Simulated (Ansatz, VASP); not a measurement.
This is a calculation of As for VASP 6.6.1.

File INCAR:

```
SYSTEM = As
PREC = Accurate ; ENCUT = 520
EDIFF = 1E-7 ; ISMEAR = -1
SIGMA = 0.05 ; LREAL = .False.
LASPH = .True. ; NELM = 100
ALGO = Normal ; ISIF = 2
LWAVE = .False. ; LCHARG = .False.
GGA = PE ; NBANDS = 8
```

The input KPOINTS:

```
Automatic mesh
0
Gamma
  10 10 10
  0 0 0
```

The input POSCAR:

```
As
1.0
    2.7215874433      0.0000000000      0.0000000000
    0.0000000000      2.7215874433      0.0000000000
    0.0000000000      0.0000000000      2.7215874433
As
1
Direct
    0.5000000000      0.5000000000      0.5000000000
```

Potentials or basis: VASP PAW PBE potentials, release 64 (As).

Run with:

```console
$ cat potpaw_PBE.64/As/POTCAR > POTCAR
$ mpirun -np 1 vasp_std > vasp.out
```

**Question.** Set up the same calculation for Ansatz 0.2.0. Potentials there: Ansatz PAW.

**Answer.** As run (the cutoff follows the program's own potentials):

The input input.yaml:

```yaml
crystal:
  lattice:
    - [2.7215874433, 0.0, 0.0]
    - [0.0, 2.7215874433, 0.0]
    - [0.0, 0.0, 2.7215874433]
  atoms:
    - { symbol: As, position: [0.5, 0.5, 0.5] }
hamiltonian:
  xc: pbe
  pseudopotentials: { kind: paw }
kpoints:
  mp_grid: { grid: [10, 10, 10] }
scf:
  occupations: { method: fermi_dirac, width: 0.05 }
output:
  forces: true
  stress: true
  eigenvalues: true
```

Potentials or basis: Ansatz PAW.

Launch:

```console
$ ansatz run input.yaml --threads 2 --pin off --max-ram 5120MiB --backend cpu --events-out ev --progress --plain --runs-dir out
```

Both were run:

|  | VASP | Ansatz | Ansatz less VASP |
| --- | --- | --- | --- |
| gap on the k mesh at the Fermi level (eV) | none | none | - |
| pressure (GPa) | 0.6 | 0.5 | -0.17 |

A gap of «none» marks a metal or a gap that the smearing closes. The two sets of potentials don't hold the same shells in valence.
